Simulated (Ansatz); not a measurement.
SiS2: gradients before and after relaxing the atoms

Start: a COD entry, atoms as given.

Space group Ibam (No. 72); a = 5.5640, b = 9.5450, c = 5.5520 Å.

| site | Wyckoff | site symmetry | x | y | z |
| --- | --- | --- | --- | --- | --- |
| Si | 4a | 222 | 0.0000 | 0.0000 | 0.7500 |
| S | 8j | ..m | 0.2088 | 0.1182 | 0.0000 |

One atom of each set is listed; the run and its k-mesh use a cell of 6 atoms with edges of 6.18, 6.18, 6.18 Å.

Computed with Ansatz: DFT, PBE, plane waves and PAW, scalar-relativistic, 420 eV cutoff, Γ-centred 8×8×8 k-points, Fermi–Dirac smearing 0.01 eV.

The largest force at the start is 0.28 eV/Å. Relaxing the ions at fixed cell moves them by 0.014 Å at most (atom 4, S) and 0.012 Å rms.

```json
{"site": "Si", "moved (Å)": "0.000", "first shell before": "4 S at 2.13 Å", "first shell after": "4 S at 2.14 Å", "V_zz before (10²¹ V/m²)": "-0.52", "η before": "0.43"}
{"site": "S", "moved (Å)": "0.014", "first shell before": "2 Si at 2.13 Å, angle 81°", "first shell after": "2 Si at 2.14 Å, angle 81°", "V_zz before (10²¹ V/m²)": "-12.84", "η before": "0.67"}
```

(1) How do the gradients change?

Results:

(1) 

```json
{"site": "Si", "V_zz after": "-0.44", "η after": "0.62", "change of V_zz": "+0.08"}
{"site": "S", "V_zz after": "-13.21", "η after": "0.61", "change of V_zz": "-0.37"}
```

The largest change of V_zz is on S, from -12.84 to -13.21. In per cent, |V_zz| changes by -15 on Si, +3 on S (all sites that start above 0.5). Where |V_zz| stays above 0.1, η moves most on Si, from 0.43 to 0.62.
